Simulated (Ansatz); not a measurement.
Zinc-blende ZnTe, treated with PBEsol (PAW; Ansatz, a first-principles code).

Run with plane-wave cutoff 520 eV, 10×10×10 k mesh, scalar-relativistic PAW data made under PBE.

Cell (relaxed at this level):

```yaml
crystal:
  lattice:
    - [0.00000, 3.03298, 3.03298]
    - [3.03298, 0.00000, 3.03298]
    - [3.03298, 3.03298, 0.00000]
  atoms:
    - { symbol: Zn, position: [0.00000, 0.00000, 0.00000] }
    - { symbol: Te, position: [0.75000, 0.75000, 0.75000] }
```

Predict the elastic constant C11, Young modulus, elastic constant C44, Poisson ratio and elastic constant C12.


elastic constant C11: 71.3 GPa
Young modulus: 62.5 GPa
elastic constant C44: 32.3 GPa
Poisson ratio: 0.293
elastic constant C12: 39.9 GPa

Measured, for comparison: elastic constant C11 71.1 GPa, elastic constant C44 31.3 GPa, elastic constant C12 40.7 GPa (temperature not stated, no zero-point or thermal correction; as tabulated in Oses et al. (2018), arXiv:1811.08464). Computed (rounded) less measured: elastic constant C11 +0.3 %, elastic constant C44 +3 %, elastic constant C12 -2 %. A static lattice is as a rule a little smaller and stiffer than an uncorrected measurement, which can account for part of this.

Elastic constants are with the ions relaxed.

Spin–orbit coupling is not included.

Static lattice: no zero-point or thermal effects.

The result took about 15 core-minutes (a rough figure).
